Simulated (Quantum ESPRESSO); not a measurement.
# As (Pm-3m) in Quantum ESPRESSO: further runs, part 2 of 3

Quantum ESPRESSO 7.5. The steps go on from the part before.

## 3. Phonons, PBE

File pw.in:

```
&CONTROL
  calculation = 'scf'
  prefix = 'pwscf'
  outdir = './tmp'
  pseudo_dir = './pseudo'
  tprnfor = .true.
  tstress = .true.
  disk_io = 'low'
/
&SYSTEM
  ibrav = 0
  nat = 1
  ntyp = 1
  ecutwfc = 70
  nbnd = 7
  occupations = 'smearing'
  smearing = 'mv'
  degauss = 0.01469973
/
&ELECTRONS
  conv_thr = 2d-10
  electron_maxstep = 120
  mixing_beta = 0.5
/
ATOMIC_SPECIES
As    74.9216 As_ONCV_PBE-1.2.upf
CELL_PARAMETERS angstrom
   2.7036817444    0.0000000000    0.0000000000
   0.0000000000    2.7036817444    0.0000000000
   0.0000000000    0.0000000000    2.7036817444
ATOMIC_POSITIONS crystal
As     0.5000000000    0.5000000000    0.5000000000
K_POINTS automatic
8 8 8 0 0 0
```

File scf2.in:

```
&CONTROL
  calculation = 'scf'
  prefix = 'pwscf'
  outdir = './tmp'
  pseudo_dir = './pseudo'
  tprnfor = .true.
  tstress = .true.
  disk_io = 'low'
/
&SYSTEM
  ibrav = 0
  nat = 1
  ntyp = 1
  ecutwfc = 70
  nbnd = 7
  occupations = 'smearing'
  smearing = 'mv'
  degauss = 0.01469973
/
&ELECTRONS
  conv_thr = 1d-13
  electron_maxstep = 120
  mixing_beta = 0.5
  startingpot = 'file'
  startingwfc = 'file'
/
ATOMIC_SPECIES
As    74.9216 As_ONCV_PBE-1.2.upf
CELL_PARAMETERS angstrom
   2.7036817444    0.0000000000    0.0000000000
   0.0000000000    2.7036817444    0.0000000000
   0.0000000000    0.0000000000    2.7036817444
ATOMIC_POSITIONS crystal
As     0.5000000000    0.5000000000    0.5000000000
K_POINTS automatic
8 8 8 0 0 0
```

File ph.in:

```
phonons of As
&INPUTPH
  prefix = 'pwscf'
  outdir = './tmp'
  tr2_ph = 1d-18
  fildyn = 'dyn'
  niter_ph = 90
  alpha_mix(1) = 0.4
/
0.0000000000 0.5000000000 0.0000000000
```

Potentials or basis: SG15 PBE 1.2.

Started as:

```
$ OMP_NUM_THREADS=1 pw.x -in pw.in > pw.out
$ OMP_NUM_THREADS=1 pw.x -in scf2.in > scf2.out
$ OMP_NUM_THREADS=1 ph.x -in ph.in > ph.out
```

pw.out:

```text
This program is part of the open-source Quantum ESPRESSO suite
     for quantum simulation of materials; please cite
         "P. Giannozzi et al., J. Phys.:Condens. Matter 21 395502 (2009);
         "P. Giannozzi et al., J. Phys.:Condens. Matter 29 465901 (2017);
         "P. Giannozzi et al., J. Chem. Phys. 152 154105 (2020);
     in publications or presentations arising from this work. More details at

     Message from routine setup:
     using ibrav=0 with symmetry is DISCOURAGED, use correct ibrav instead

     G-vector sticks info
     --------------------
     sticks:   dense  smooth     PW     G-vecs:    dense   smooth      PW
     Sum         593     593    185                10635    10635    1863

     Using Slab Decomposition

     bravais-lattice index     =            0
     lattice parameter (alat)  =       5.1092  a.u.
     unit-cell volume          =     133.3716 (a.u.)^3
     number of atoms/cell      =            1
     number of atomic types    =            1
     number of electrons       =         5.00
     number of Kohn-Sham states=            7
     kinetic-energy cutoff     =      70.0000  Ry
     charge density cutoff     =     280.0000  Ry
     scf convergence threshold =      2.0E-10
     mixing beta               =       0.5000
     number of iterations used =            8  plain     mixing
     Exchange-correlation= PBE
                           (   1   4   3   4   0   0   0)

     celldm(1)=   5.109218  celldm(2)=   0.000000  celldm(3)=   0.000000
     celldm(4)=   0.000000  celldm(5)=   0.000000  celldm(6)=   0.000000

     crystal axes: (cart. coord. in units of alat)
               a(1) = (   1.000000   0.000000   0.000000 )
               a(2) = (   0.000000   1.000000   0.000000 )
               a(3) = (   0.000000   0.000000   1.000000 )

     reciprocal axes: (cart. coord. in units 2 pi/alat)
               b(1) = (  1.000000  0.000000  0.000000 )
               b(2) = (  0.000000  1.000000  0.000000 )
               b(3) = (  0.000000  0.000000  1.000000 )

     PseudoPot. # 1 for As read from file:
     As_ONCV_PBE-1.2.upf
     Pseudo is Norm-conserving, Zval =  5.0
     Generated using ONCVPSP code by D. R. Hamann
     Using radial grid of  602 points,  6 beta functions with:
                l(1) =   0
                l(2) =   0
                l(3) =   1
                l(4) =   1
                l(5) =   2
                l(6) =   2

     atomic species   valence    mass     pseudopotential
     As                5.00    74.92160     As( 1.00)

     48 Sym. Ops., with inversion, found

   Cartesian axes

     site n.     atom                  positions (alat units)
         1        As     tau(   1) = (   0.5000000   0.5000000   0.5000000  )

     number of k points=    35  Marzari-Vanderbilt smearing, width (Ry)=  0.0147
                       cart. coord. in units 2pi/alat
        k(    1) = (   0.0000000   0.0000000   0.0000000), wk =   0.0039062
        k(    2) = (   0.0000000   0.0000000   0.1250000), wk =   0.0234375
        k(    3) = (   0.0000000   0.0000000   0.2500000), wk =   0.0234375
        k(    4) = (   0.0000000   0.0000000   0.3750000), wk =   0.0234375
        k(    5) = (   0.0000000   0.0000000  -0.5000000), wk =   0.0117188
        k(    6) = (   0.0000000   0.1250000   0.1250000), wk =   0.0468750
[... 27 lines left out ...]
        k(   34) = (   0.3750000  -0.5000000  -0.5000000), wk =   0.0234375
        k(   35) = (  -0.5000000  -0.5000000  -0.5000000), wk =   0.0039062

     Dense  grid:    10635 G-vectors     FFT dimensions: (  27,  27,  27)

     Initial potential from superposition of free atoms

     starting charge       4.9680, renormalised to       5.0000
     Starting wfcs are random

     Self-consistent Calculation

     iteration #  1     ecut=    70.00 Ry     beta= 0.50
     Davidson diagonalization with overlap
     ethr =  1.00E-02,  avg # of iterations =  7.1

     Threshold (ethr) on eigenvalues was too large:
     Diagonalizing with lowered threshold

     Davidson diagonalization with overlap
     ethr =  4.46E-05,  avg # of iterations =  4.1

     total energy              =     -12.67051999 Ry
     estimated scf accuracy    <       0.00219573 Ry

     iteration #  2     ecut=    70.00 Ry     beta= 0.50
     Davidson diagonalization with overlap
     ethr =  4.39E-05,  avg # of iterations =  1.0

     total energy              =     -12.67061218 Ry
     estimated scf accuracy    <       0.00056378 Ry

     iteration #  3     ecut=    70.00 Ry     beta= 0.50
     Davidson diagonalization with overlap
     ethr =  1.13E-05,  avg # of iterations =  1.5

     total energy              =     -12.67062001 Ry
     estimated scf accuracy    <       0.00000132 Ry

     iteration #  4     ecut=    70.00 Ry     beta= 0.50
     Davidson diagonalization with overlap
     c_bands:  1 eigenvalues not converged
     ethr =  2.63E-08,  avg # of iterations =  2.9

     total energy              =     -12.67062023 Ry
     estimated scf accuracy    <       0.00000002 Ry

     iteration #  5     ecut=    70.00 Ry     beta= 0.50
     Davidson diagonalization with overlap
     ethr =  3.29E-10,  avg # of iterations =  2.1

     total energy              =     -12.67062024 Ry
     estimated scf accuracy    <          2.3E-09 Ry

     iteration #  6     ecut=    70.00 Ry     beta= 0.50
     Davidson diagonalization with overlap
     ethr =  4.50E-11,  avg # of iterations =  2.0

     End of self-consistent calculation

          k = 0.0000 0.0000 0.0000 (  1357 PWs)   bands (ev):

    -6.7334  12.3935  12.3935  12.3935  16.8518  16.8518  18.7709

          k = 0.0000 0.0000 0.1250 (  1337 PWs)   bands (ev):

    -6.4468   9.5836  12.6441  12.6441  17.1152  18.2687  20.9552

          k = 0.0000 0.0000 0.2500 (  1318 PWs)   bands (ev):

    -5.6151   5.8223  13.3353  13.3353  17.8736  19.2804  25.4874

          k = 0.0000 0.0000 0.3750 (  1314 PWs)   bands (ev):

    -4.3990   2.7477  14.2174  14.2174  18.9572  20.7284  24.3079

          k = 0.0000 0.0000-0.5000 (  1342 PWs)   bands (ev):

    -3.5968   1.3160  14.6808  14.6808  19.6377  22.3906  23.1135

          k = 0.0000 0.1250 0.1250 (  1317 PWs)   bands (ev):

    -6.1602   9.6522  10.0598  12.8942  17.9348  20.7268  21.3749

          k = 0.0000 0.1250 0.2500 (  1309 PWs)   bands (ev):

    -5.3284   6.0872  10.6192  13.5836  18.7700  21.3110  23.6070

          k = 0.0000 0.1250 0.3750 (  1326 PWs)   bands (ev):

    -4.1116   3.0188  11.6210  14.4623  19.4832  20.3534  23.6658

          k = 0.0000 0.1250-0.5000 (  1324 PWs)   bands (ev):

    -3.3081   1.5873  12.1931  14.9232  18.6625  21.0532  23.5120

          k = 0.0000 0.2500 0.2500 (  1318 PWs)   bands (ev):

    -4.4958   6.5846   7.1636  14.2666  18.5682  20.1817  27.1155

          k = 0.0000 0.2500 0.3750 (  1324 PWs)   bands (ev):

    -3.2748   3.7842   7.9504  15.1334  16.0417  21.2503  25.3277

          k = 0.0000 0.2500-0.5000 (  1304 PWs)   bands (ev):

    -2.4642   2.3534   8.5607  14.8528  15.5855  22.3314  24.2896

          k = 0.0000 0.3750 0.3750 (  1314 PWs)   bands (ev):

    -2.0381   4.6454   5.0769  13.1879  15.9773  22.6136  26.1994

          k = 0.0000 0.3750-0.5000 (  1312 PWs)   bands (ev):

    -1.2020   3.3919   5.4846  11.9676  16.4123  23.7810  25.4179

          k = 0.0000-0.5000-0.5000 (  1308 PWs)   bands (ev):

    -0.3241   3.9878   3.9878  10.7545  16.8344  25.0784  26.1486

          k = 0.1250 0.1250 0.1250 (  1313 PWs)   bands (ev):

    -5.8737   9.9087   9.9087  10.5741  20.9766  20.9766  21.6110

          k = 0.1250 0.1250 0.2500 (  1315 PWs)   bands (ev):

    -5.0418   6.3508  10.6239  11.1689  21.2347  21.6467  23.7164

          k = 0.1250 0.1250 0.3750 (  1321 PWs)   bands (ev):

    -3.8242   3.2891  11.5617  12.2432  19.5026  20.7728  22.8208

          k = 0.1250 0.1250-0.5000 (  1310 PWs)   bands (ev):

    -3.0193   1.8578  12.0729  12.8934  18.4278  19.6912  23.3614

          k = 0.1250 0.2500 0.2500 (  1315 PWs)   bands (ev):

    -4.2091   6.8431   7.4224  11.6722  19.0988  22.3361  24.3309

          k = 0.1250 0.2500 0.3750 (  1318 PWs)   bands (ev):

    -2.9873   4.0518   8.1997  12.6754  16.3518  21.0221  24.0730

          k = 0.1250 0.2500-0.5000 (  1314 PWs)   bands (ev):

    -2.1751   2.6216   8.7996  13.2779  15.1107  19.9801  24.6318

          k = 0.1250 0.3750 0.3750 (  1313 PWs)   bands (ev):

    -1.7494   4.9044   5.3439  13.3372  13.8031  21.8893  22.5408

          k = 0.1250 0.3750-0.5000 (  1322 PWs)   bands (ev):

    -0.9111   3.6552   5.7431  12.2528  14.2095  21.1452  22.9467

          k = 0.1250-0.5000-0.5000 (  1332 PWs)   bands (ev):

    -0.0297   4.2469   4.2469  11.0475  14.7272  21.9331  21.9331

          k = 0.2500 0.2500 0.2500 (  1319 PWs)   bands (ev):

    -3.3754   7.5646   7.5646   8.6514  19.1797  20.5713  20.5713

          k = 0.2500 0.2500 0.3750 (  1326 PWs)   bands (ev):

    -2.1491   4.8041   8.5130   9.5026  16.7037  17.7879  21.3333

          k = 0.2500 0.2500-0.5000 (  1324 PWs)   bands (ev):

    -1.3287   3.3769   9.0318  10.2106  15.4166  16.6568  22.0359

          k = 0.2500 0.3750 0.3750 (  1315 PWs)   bands (ev):

    -0.9053   5.6267   6.0869  10.1104  14.2988  18.3033  18.7506

          k = 0.2500 0.3750-0.5000 (  1330 PWs)   bands (ev):

    -0.0560   4.3929   6.4577  10.7091  13.0774  17.3425  19.2945

          k = 0.2500-0.5000-0.5000 (  1332 PWs)   bands (ev):

     0.8421   4.9689   4.9689  11.2460  11.9089  18.1399  18.1399

          k = 0.3750 0.3750 0.3750 (  1331 PWs)   bands (ev):

     0.3607   6.5735   6.5735   7.6379  14.9791  15.9595  15.9595

          k = 0.3750 0.3750-0.5000 (  1326 PWs)   bands (ev):

     1.2485   5.3716   7.0895   7.9701  14.0223  14.8286  16.5005

          k = 0.3750-0.5000-0.5000 (  1336 PWs)   bands (ev):

     2.2062   5.9143   5.9143   8.1190  13.2295  15.3488  15.3488

          k =-0.5000-0.5000-0.5000 (  1328 PWs)   bands (ev):

     3.2887   6.4286   6.4286   6.4286  14.2190  14.2190  14.2190

     the Fermi energy is     8.2281 ev

!    total energy              =     -12.67062024 Ry
     estimated scf accuracy    <          3.4E-11 Ry
     smearing contrib. (-TS)   =      -0.00013489 Ry
     internal energy E=F+TS    =     -12.67048535 Ry

     The total energy is F=E-TS. E is the sum of the following terms:
     one-electron contribution =       3.86523789 Ry
     hartree contribution      =       0.49772649 Ry
     xc contribution           =      -3.15022208 Ry
     ewald contribution        =     -13.88322766 Ry

     convergence has been achieved in   6 iterations

     Forces acting on atoms (cartesian axes, Ry/au):

     atom    1 type  1   force =     0.00000000    0.00000000    0.00000000

     Total force =     0.000000     Total SCF correction =     0.000000

     Computing stress (Cartesian axis) and pressure

          total   stress  (Ry/bohr**3)                   (kbar)     P=       36.95
   0.00025121   0.00000000   0.00000000           36.95        0.00        0.00
   0.00000000   0.00025121   0.00000000            0.00       36.95        0.00
   0.00000000   0.00000000   0.00025121            0.00        0.00       36.95

=------------------------------------------------------------------------------=
   JOB DONE.
=------------------------------------------------------------------------------=
```

Wall time 29 s (1 thread of Arm Neoverse V2, shared host); peak memory 0.09 GiB.

What came out:

| Item | Value |
| --- | --- |
| Free energy | -172.3926 eV |
| Pressure after relaxing | 3.7 GPa |
| Band gap on the k mesh | none (metal or under the smearing width) |
| Highest phonon frequency at the q point run | 61 cm⁻¹ |
| Most unstable mode | 98i cm⁻¹ |

Levels at points of the mesh, in eV from the Fermi level:
```
              k point  band 1  band 2  band 3  band 4  band 5  band 6
   (0.00, 0.00, 0.00)  -14.96    4.17    4.17    4.17    8.62    8.62
  (0.00, 0.00, -0.50)  -11.82   -6.91    6.45    6.45   11.41   14.16
 (0.00, -0.50, -0.50)   -8.55   -4.24   -4.24    2.53    8.61   16.85
(-0.50, -0.50, -0.50)   -4.94   -1.80   -1.80   -1.80    5.99    5.99
```

Phonon frequencies in cm⁻¹ (negative: imaginary):
```csv
q point,frequencies
"(0.000, 0.500, 0.000)",-98 61 61
```

Phonon modes at q = (0.000, 0.500, 0.000) in reciprocal lattice units:
| mode | symmetry | cm⁻¹ |
| --- | --- | --- |
| 1 | A_1g | -98 |
| 2 | E_g | 61 |
| 3 | E_g | 61 |

Caveat: the mesh is thin for the phonons of a metal; some modes are imaginary; the cell is more than 3 GPa from zero pressure, which shifts response properties.

(Continued in part 3 of 3.)
